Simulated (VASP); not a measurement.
# The (1 1 0) face of InPd: relaxation and electronic structure, part 2 of 2

Aim: model the (1 1 0) face of InPd by a slab and find how far its highest filled level lies below the vacuum. The start is a computed cell from the Materials Project.

VASP 6.6.1; PBE; plane waves and PAW (In, Pd).

So far. Step 3 (Surface relaxation): The run ended after 14 ionic steps, 0.127 eV below its first step, once the forces on the free atoms met EDIFFG = -0.03. Step 4 (Potential and states of the slab): The vacuum level lies 4.42 eV above the Fermi level at the upper face; the two faces differ by 0.26 eV, the step that the slab's dipole of -0.022 e·Å makes.

### 6. Tunnelling image, empty states within 0.5 eV

INCAR reads:

```
SYSTEM = InPd
PREC = Normal
ENCUT = 300
EDIFF = 1E-05
NELM = 120
ISMEAR = 0
SIGMA = 0.1
LREAL = .FALSE.
ALGO = Fast
GGA = PE
NBANDS = 56
LASPH = .TRUE.
LWAVE = .FALSE.
LCHARG = .FALSE.
ISTART = 1
LPARD = .TRUE.
NBMOD = -3
EINT = 0 0.5
LSEPB = .FALSE.
LSEPK = .FALSE.
```

POSCAR reads:

```
InPd
1.0
    3.2718847800      0.0000000000      0.0000000000
    0.0000000000      4.6271438304      0.0000000000
    0.0000000000      0.0000000000     24.2542876608
In Pd
5 5
Direct
    0.0000000000      0.5000000000      0.3092236800
    0.0000000000      0.0000000000      0.4046118400
    0.0000000000      0.5000000000      0.5006165969
    0.0000000000      0.0000000000      0.6010452356
    0.0000000000      0.5000000000      0.7038749210
    0.5000000000      0.0000000000      0.3092236800
    0.5000000000      0.5000000000      0.4046118400
    0.5000000000      0.0000000000      0.5031878040
    0.5000000000      0.5000000000      0.5943151881
    0.5000000000      0.0000000000      0.6924381963
```

KPOINTS reads:

```
Automatic mesh
0
Gamma
8 6 1
0 0 0
```

The projector-augmented-wave data sets are In and Pd (PBE family, release 64).

The run starts from files that an earlier step left in the folder.

On the command line:

```
mpirun -np 2 vasp_std
```

The job ended after 1.2 s (2 MPI ranks of Intel Xeon 6975P-C (Granite Rapids), shared host).

Local density of states in the window along a and b. Constant height, 2.5 Å above the top atom.

Ten even steps from '_' (3.18 × 1e-4 e/Å³) to '@' (9.06 × 1e-4 e/Å³), each cell a mean:
```
______________________..............____________________
____________________..................__________________
________..........................................______
........................................................
::::::::::::::::::::::::::......::::::::::::::::::::::::
========----------::::::::::::::::::::::----------======
++++++++++========----------::----------========++++++++
######******++++======--------------======++++******####
%%%%%%%%####****++++==================++++****####%%%%%%
@@@@@@%%%%%%##****++++++==========++++++****##%%%%%%@@@@
@@@@@@@@%%%%####****++++==========++++****####%%%%@@@@@@
@@@@@@@@%%%%####**++++++==========++++++**####%%%%@@@@@@
@@@@%%%%%%####****++++==============++++****####%%%%%%@@
##########****++++======----------======++++****########
********++++++======------------------======++++++******
============----------::::::::::::::----------==========
------------::::::::::::::::::::::::::::::::::----------
::::::::::::::..............................::::::::::::
........................................................
________________..........................______________
____________________..................__________________
______________________..............____________________
```
Columns: along a (fractional) from 0 to 0.964; rows upwards: along b (fractional) from 0 to 0.975.

Partial charge density in the ca plane at fractional y = 0.000, with atoms of In and Pd within 0.2 Å of it. It is the smooth field of the valence electrons, not physical close to the nuclei.

Ten steps, logarithmic in the rise over the least value, from '0' (-0.25 × 1e-2 Å⁻³) to '9' (9.30 × 1e-2 Å⁻³), each cell a mean:
```
22222222222222333444444455424554444444542355
22222222222222334445565445545554455445555554
22222222222222334567887444555445677655555544
22222222222223334568998544444456899865555444
22222222222223334567998544454456788765555544
22222222222222334456776444555545566555555554
22222222222222333444444445444554444445544454
22222222222222333444434455313454444444430345
```
Columns run along c (16.0 Å, from fractional 0.00 to 0.66 of the cell), rows up along a (3.3 Å). Atoms in or near the plane, at fractional coordinates: In at (0.40, 0.00), In at (0.60, 0.00), Pd at (0.31, 0.50), Pd at (0.50, 0.50).

Shared out to the nearest atoms, the partial charge density (by size) has 60 % on Pd; its largest share on one atom is 14 % (Pd10), and it takes 7 of the 10 atoms to pass 80 %.

Between its 5th and 95th percentile the partial density varies by a factor of 2.5, which sets the contrast of the image.

### 7. Putting the energies together

This step: slab, PBE; plane waves and PAW (VASP 6.6.1).

Derived from the runs above.

This step gave:

```
surface energy, as cut  : 0.7937 J/m²
relaxation gain         : 0.1340 J/m²
surface energy, relaxed : 0.6596 J/m²
```

The surface energy as cut is the slab's energy at the first step, less 10 times the bulk energy an atom (-4.3940 eV), over twice the area of 15.14 Å².

### 8. Slab, other settings: ENCUT = 700

This step: PBE; plane waves and PAW (In, Pd) (VASP 6.6.1).

The run is repeated with some settings moved, to see what they change.

INCAR reads:

```
SYSTEM = InPd
PREC = Normal
ENCUT = 700
EDIFF = 1E-06
NELM = 120
ISMEAR = 0
SIGMA = 0.1
LREAL = .FALSE.
ALGO = Fast
GGA = PE
NBANDS = 42
LASPH = .TRUE.
LORBIT = 11
LWAVE = .FALSE.
LCHARG = .FALSE.
KPAR = 2
IDIPOL = 3
LDIPOL = .TRUE.
DIPOL = 0.5 0.5 0.502
LVHAR = .TRUE.
LVACPOTAV = .TRUE.
```

POSCAR reads:

```
InPd
1.0
    3.2718847800      0.0000000000      0.0000000000
    0.0000000000      4.6271438304      0.0000000000
    0.0000000000      0.0000000000     24.2542876608
In Pd
5 5
Selective dynamics
Direct
    0.0000000000      0.5000000000      0.3092236800  F F F
    0.0000000000      0.0000000000      0.4046118400  F F F
    0.0000000000      0.5000000000      0.5006165969  T T T
    0.0000000000      0.0000000000      0.6010452356  T T T
    0.0000000000      0.5000000000      0.7038749210  T T T
    0.5000000000      0.0000000000      0.3092236800  F F F
    0.5000000000      0.5000000000      0.4046118400  F F F
    0.5000000000      0.0000000000      0.5031878040  T T T
    0.5000000000      0.5000000000      0.5943151881  T T T
    0.5000000000      0.0000000000      0.6924381963  T T T
```

KPOINTS is that of step 6.

On the command line:

```
mpirun -np 2 vasp_std
```

The job ended after 2.5 min (2 MPI ranks; peak memory 1.2 GiB).

This step gave:

| Item | Value |
| --- | --- |
| free energy (TOTEN) | -42.55 eV |
| energy at zero smearing | -42.54 eV |
| Fermi energy | 1.712 eV |
| dipole moment | 0, 0, -0.02155 e·Å |
| vacuum levels | 6.143, 6.401 eV |
| work functions of the upper and lower face | 4.431, 4.689 eV |

Force by atom:

```
atom  x (eV/Å)  y (eV/Å)  z (eV/Å)   size
 In1     0.000     0.000    -0.765  0.765
 In2     0.000     0.000    -0.123  0.123
 In3     0.000     0.000     0.004  0.004
 In4     0.000     0.000     0.002  0.002
 In5     0.000     0.000    -0.028  0.028
 Pd6     0.000     0.000     0.397  0.397
 Pd7     0.000     0.000     0.489  0.489
 Pd8     0.000     0.000    -0.003  0.003
 Pd9     0.000     0.000     0.016  0.016
Pd10     0.000     0.000     0.011  0.011
```

Settings moved on purpose: ENCUT = 700.

Against the run that it repeats, NBANDS also differs.

Side by side:

```
                    quantity  this run  the run it repeats  difference
energy at zero smearing (eV)   -42.538             -42.567      0.0288
    free energy (TOTEN) (eV)   -42.550             -42.579      0.0288
           Fermi energy (eV)    1.7118              1.7131    -0.00130
```

The total energy moves by 2.9 meV an atom.

### 9. Results

| Property | Result |
| --- | --- |
| surface energy, relaxed | 0.660 J/m² |
| surface energy, as cut | 0.794 J/m² |
| work function of the slab | 4.42 eV |

In words: The work function is 4.42 eV at the upper face and 4.68 eV at the lower, which was held as cut. The surface costs 0.66 J/m²; for a metal this figure can move by about 0.1 J/m² with the k mesh. Relaxing the upper layers lowers the surface energy from 0.79 to 0.66 J/m². The value as cut is the mean over both faces, and the gain of the relaxation is booked to the faces that were free. The atom that ends on top (In) moved outwards by 0.32 Å. The cell in the plane was kept as given and was not relaxed here.

[Lines on the potential files, build, host, timing and source positions are cut from VASP's logs without a mark.]

[Logs are printed without paths, hosts, clocks, repeated set-up lines and the standing remarks that a program may print on its own settings, such as how far it seeks lower states.]

[Hosts, paths, dates, database ids (printed as entryN), source tags and the programs' standing remarks are cut or masked in the printed files.]

[In band tables of VASP the shares of atoms and orbitals are scaled to a sum of 1 inside the atoms' spheres.]

[Runs that stopped without an error message from VASP are left out.]

[VASP counts the dipole in electrons times Å, so a positive number points the physical dipole along −c.]
